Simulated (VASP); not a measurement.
# TePb (Fm-3m) in VASP: a series of runs, part 3 of 3

VASP 6.6.1. Earlier steps stand in the parts before.

## Step 5: Single point, PBEsol

Input file INCAR:

```
SYSTEM = TePb
ALGO = Normal
EDIFF = 1E-6
ENCUT = 520
GGA = PS
ISIF = 2
ISMEAR = 0
LASPH = .TRUE.
LCHARG = .TRUE.
LELF = .TRUE.
LREAL = .FALSE.
LVHAR = .TRUE.
LWAVE = .FALSE.
NBANDS = 17
NELM = 80
PREC = Accurate
SIGMA = 0.5
```

Input file KPOINTS:

```
k-points
0
G
  6 6 6
  0 0 0
```

Input file POSCAR:

```
TePb
1.0
    0.0000000000      3.2678555508      3.2678555508
    3.2678555508      0.0000000000      3.2678555508
    3.2678555508      3.2678555508      0.0000000000
Te Pb
1 1
Direct
    0.5000000000      0.5000000000      0.5000000000
    0.0000000000      0.0000000000      0.0000000000
```

Potentials or basis: VASP PAW PBE potentials, release 64 (Te, Pb_d).

Run with:

```console
$ cat potpaw_PBE.64/Te/POTCAR potpaw_PBE.64/Pb_d/POTCAR > POTCAR
$ mpirun -np 1 vasp_std > vasp.out
```

OUTCAR:

```text
SYSTEM = TePb
   EDIFF = 1E-6
   ENCUT = 520
   GGA = PS
   ISIF = 2
   ISMEAR = 0
   LASPH = .TRUE.
   LREAL = .FALSE.
   NELM = 80
   PREC = Accurate

 ion  position               nearest neighbor table
   1  0.500  0.500  0.500-   2 3.27   2 3.27   2 3.27   2 3.27   2 3.27   2 3.27
   2  0.000  0.000  0.000-   1 3.27   1 3.27   1 3.27   1 3.27   1 3.27   1 3.27

  LATTYP: Found a face centered cubic cell.
 ALAT       =     6.5357111016

  Lattice vectors:

 A1 = (   0.0000000000,   3.2678555508,   3.2678555508)
 A2 = (   3.2678555508,   0.0000000000,   3.2678555508)
 A3 = (   3.2678555508,   3.2678555508,   0.0000000000)

Analysis of symmetry for initial positions (statically):
=====================================================================
 Subroutine PRICEL returns:
 Original cell was already a primitive cell.

 Routine SETGRP: Setting up the symmetry group for a
 face centered cubic supercell.

 Subroutine GETGRP returns: Found 48 space group operations
 (whereof 48 operations were pure point group operations)
 out of a pool of 48 trial point group operations.

The static configuration has the point symmetry O_h .

Analysis of symmetry for dynamics (positions and initial velocities):
=====================================================================
 Subroutine PRICEL returns:
 Original cell was already a primitive cell.

 Routine SETGRP: Setting up the symmetry group for a
 face centered cubic supercell.

 Subroutine GETGRP returns: Found 48 space group operations
 (whereof 48 operations were pure point group operations)
 out of a pool of 48 trial point group operations.

The dynamic configuration has the point symmetry O_h .

 Subroutine INISYM returns: Found 48 space group operations
 (whereof 48 operations are pure point group operations),
 and found     1 'primitive' translations

----------------------------------------------------------------------------------------

[... 102 lines left out ...]
     AMIX     =   0.40;   BMIX     =  1.00
     AMIX_MAG =   1.60;   BMIX_MAG =  1.00
  volume/ion in A,a.u.               =      34.90       235.50
  Fermi-wavevector in a.u.,A,eV,Ry     =   1.079308  2.039596 15.849499  1.164905
  Thomas-Fermi vector in A             =   2.215269
   LORBIT       =      0    0 simple, 1 ext, 2 COOP (PROOUT), +10 PAW based schemes
   GGA     = PS    functional components
   LHFCALC =     F    Hartree Fock is set to
   AEXX    =    0.0000 exact exchange contribution
   IVDW    =     0    specifies the selected vdW correction
   LEPSILON=     F    determine dielectric tensor
   LRPA    =     F    only Hartree local field effects (RPA)
 non-spin polarized calculation
 Gauss-broadening in eV      SIGMA  =   0.50
  energy-cutoff  :      520.00
  volume of cell :       69.79
 maximum number of plane-waves:      1895
 NGX is ok and might be reduce to    36
   NGX = 17   NGY = 17   NGZ = 17

 number of electron      20.0000002 magnetization

 Free energy of the ion-electron system (eV)
  ---------------------------------------------------
  ext. energy  EPLUGINS =         0.00000000
  ---------------------------------------------------
  free energy    TOTEN  =        -8.24752048 eV

  energy without entropy =       -8.23196734  energy(sigma->0) =       -8.23974391

 E-fermi :   5.5062     XC(G=0):  -9.3210

 val. band max:        5.0181011842   @ k =   0.5000   0.0000   0.0000
 cond. band min:       5.7570206938   @ k =   0.5000   0.0000   0.0000
 fundamental gap:      0.7389195095
 Fermi energy:         5.5061805162

 k-point     1 :       0.0000    0.0000    0.0000
  band No.  band energies     occupation
      1     -11.5466      2.00000
      2     -11.5466      2.00000
      3     -11.5380      2.00000
      4     -11.5380      2.00000
      5     -11.5380      2.00000
      6      -6.7321      2.00000
[... 297 lines left out ...]
      4     -11.5232      2.00000
      5     -11.5149      2.00000
      6      -5.0580      2.00000
[... 9 lines left out ...]
     16      15.6051      0.00000
     17      16.4182      0.00000

------------------------ aborting loop because EDIFF is reached ----------------------------------------

  FORCE on cell =-STRESS in cart. coord.  units (eV):
  Direction    XX          YY          ZZ          XY          YZ          ZX
  --------------------------------------------------------------------------------------
  -------------------------------------------------------------------------------------
  Total       -0.7862338     -0.7862338     -0.7862338      0.0000000      0.0000000      0.0000000
  in kB      -18.0486101    -18.0486101    -18.0486101      0.0000000      0.0000000      0.0000000
  external PRESSURE =     -18.0486101 kB  Pullay stress =       0.0000000 kB

 VOLUME and BASIS-vectors are now :
 -----------------------------------------------------------------------------
  energy-cutoff  :      520.00
  volume of cell :       69.79
      direct lattice vectors                 reciprocal lattice vectors
     0.000000000  3.267855551  3.267855551    -0.153005539  0.153005539  0.153005539
     3.267855551  0.000000000  3.267855551     0.153005539 -0.153005539  0.153005539
     3.267855551  3.267855551  0.000000000     0.153005539  0.153005539 -0.153005539

 POSITION                                       TOTAL-FORCE (eV/Angst)
 -----------------------------------------------------------------------------------
      3.26786      3.26786      3.26786         0.000000      0.000000      0.000000
      0.00000      0.00000      0.00000        -0.000000     -0.000000     -0.000000
 -----------------------------------------------------------------------------------
    total drift:                               -0.000000      0.000000      0.000000

  FREE ENERGIE OF THE ION-ELECTRON SYSTEM (eV)
  ---------------------------------------------------
  free  energy   TOTEN  =        -8.2475204790 eV

  energy  without entropy=       -8.2319673359  energy(sigma->0) =       -8.23974391
```

stdout:

```text
POSCAR found type information on POSCAR TePb
 POSCAR found :  2 types and       2 ions
 scaLAPACK will be used
 -----------------------------------------------------------------------------
|                                                                             |
|                                                                             |
|     You enforced a specific xc type in the INCAR file but a different       |
|     I HOPE YOU KNOW WHAT YOU ARE DOING!                                     |
|                                                                             |
 -----------------------------------------------------------------------------

 LDA part: xc-table for (Slater+PW92), standard interpolation
 POSCAR, INCAR and KPOINTS ok, starting setup
 FFT: planning ... GRIDC
 FFT: planning ... GRID_SOFT
 FFT: planning ... GRID
 WAVECAR not read
 entering main loop
```

Wall time 39 s (1 thread of Intel Xeon 8259CL, shared host); peak memory 0.2 GiB.

Results:

```yaml
Free_energy: -8.2475 eV
Pressure: -1.8 GPa
Band_gap_on_the_k_mesh: 0.74 eV, direct
```

Caveat: the PAW data sets were made with another functional, which shifts forces and pressure a little; spin-orbit coupling is left out, which moves the levels of the heavy elements.

## Step 6: Single point, r2SCAN

POSCAR is that of step 5.

Input file INCAR.step1:

```
SYSTEM = TePb
PREC = Accurate
ENCUT = 520
ISMEAR = 0
SIGMA = 0.01
LREAL = .FALSE.
LASPH = .TRUE.
NELM = 80
NBANDS = 17
GGA = PE
ALGO = Normal
EDIFF = 1E-4
LWAVE = .TRUE.
LCHARG = .FALSE.
```

Input file INCAR.step2:

```
SYSTEM = TePb
PREC = Accurate
ENCUT = 520
EDIFF = 1E-6
ISMEAR = 0
SIGMA = 0.01
LREAL = .FALSE.
LASPH = .TRUE.
NELM = 80
ALGO = Normal
ISIF = 2
LWAVE = .FALSE.
LCHARG = .FALSE.
METAGGA = R2SCAN
LMIXTAU = .TRUE.
NBANDS = 17
ISTART = 1
```

Input file KPOINTS:

```
Automatic mesh
0
G
  6 6 6
  0 0 0
```

Potentials or basis: VASP PAW PBE potentials, release 64 (Te, Pb_d).

Run with:

```console
$ cat potpaw_PBE.64/Te/POTCAR potpaw_PBE.64/Pb_d/POTCAR > POTCAR
$ cp INCAR.step1 INCAR
$ mpirun -np 1 vasp_std > vasp.out
$ cp INCAR.step2 INCAR
$ mpirun -np 1 vasp_std > vasp.out
```

It took 2.2 min on 1 thread of Intel Xeon 8259CL, shared host; peak memory 0.22 GiB.

The run converged. Its results:

```yaml
Free_energy: -82.7064 eV
Pressure: 0.0 GPa
Band_gap_on_the_k_mesh: 1.09 eV, direct
```

Levels at points of the mesh, in eV from the valence-band top:
```tsv
k point	band 6	band 7	band 8	band 9	band 10	band 11	band 12	band 13	band 14	band 15
(0.00, 0.00, 0.00)	-12.22	-5.72	-1.35	-1.35	-1.35	4.32	4.32	4.32	6.27	6.27
(0.50, 0.00, 0.00)	-10.80	-8.71	-0.90	-0.90	0.00	1.09	1.51	1.51	8.91	9.61
(0.50, 0.50, 0.00)	-10.56	-7.44	-4.41	-2.76	-2.76	3.74	5.71	5.71	6.97	10.46
```

Caveat: the PAW data sets were made with another functional, which shifts forces and pressure a little; spin-orbit coupling is left out, which moves the levels of the heavy elements.

## Step 7: The runs side by side

| level | potentials or basis | smearing | gap on the mesh (eV) | pressure (GPa) |
| --- | --- | --- | --- | --- |
| LDA | VASP PAW LDA potentials, release 64 (Te, Pb_d) | gaussian 0.01 eV | 0.70 | -2.9 |
| PBEsol | VASP PAW PBE potentials, release 64 (Te, Pb_d) | tetrahedron | 0.74 | -1.8 |
| PBEsol | VASP PAW PBE potentials, release 64 (Te, Pb_d) | methfessel-paxton 0.5 eV | 0.74 | -1.9 |
| PBEsol | VASP PAW PBE potentials, release 64 (Te, Pb_d) | gaussian 0.5 eV | 0.74 | -1.8 |
| r2SCAN | VASP PAW PBE potentials, release 64 (Te, Pb_d) | gaussian 0.01 eV | 1.09 | 0.0 |

Alike in all rows: task single point; no spin polarisation; cell as given; k mesh 6 × 6 × 6; cutoff (eV) 520.

Caveats: spin-orbit coupling is left out, which moves the levels of the heavy elements; the PAW data sets were made with another functional, which shifts forces and pressure a little (some runs).

Absolute energies hang on the potentials; compare differences alone.

## Step 8: Comparison with measurements

Step 2. Measured gap of TePb: 0.19 eV (direct; 4.2 K; a printed reference work, monograph). This calculation gives 0.70 eV (+0.51 eV). Spin-orbit coupling on Pb, Te is left out. The value is that of LDA on a finite k mesh, which can miss the band edges, without temperature or zero-point motion.

Step 3. A measured gap of TePb is 0.19 eV (direct; 4.2 K; a printed reference work, monograph); the calculated 0.74 eV misses it by +0.55 eV. Spin-orbit coupling on Pb, Te is left out. The value is that of PBEsol on a finite k mesh, which can miss the band edges, without temperature or zero-point motion.

Step 4. Measured gap of TePb: 0.19 eV (direct; 4.2 K; a printed reference work, monograph). This calculation gives 0.74 eV (+0.55 eV). Spin-orbit coupling on Pb, Te is left out. The value is that of PBEsol on a finite k mesh, which can miss the band edges, without temperature or zero-point motion.

Step 5. Measured gap of TePb: 0.19 eV (direct; 4.2 K; a printed reference work, monograph). This calculation gives 0.74 eV (+0.55 eV). Spin-orbit coupling on Pb, Te is left out. The value is that of PBEsol on a finite k mesh, which can miss the band edges, without temperature or zero-point motion.

Step 6. Measured gap of TePb: 0.19 eV (direct; 4.2 K; a printed reference work, monograph). This calculation gives 1.09 eV (+0.90 eV). Spin-orbit coupling on Pb, Te is left out. The value is that of r2SCAN on a finite k mesh, which can miss the band edges, without temperature or zero-point motion.
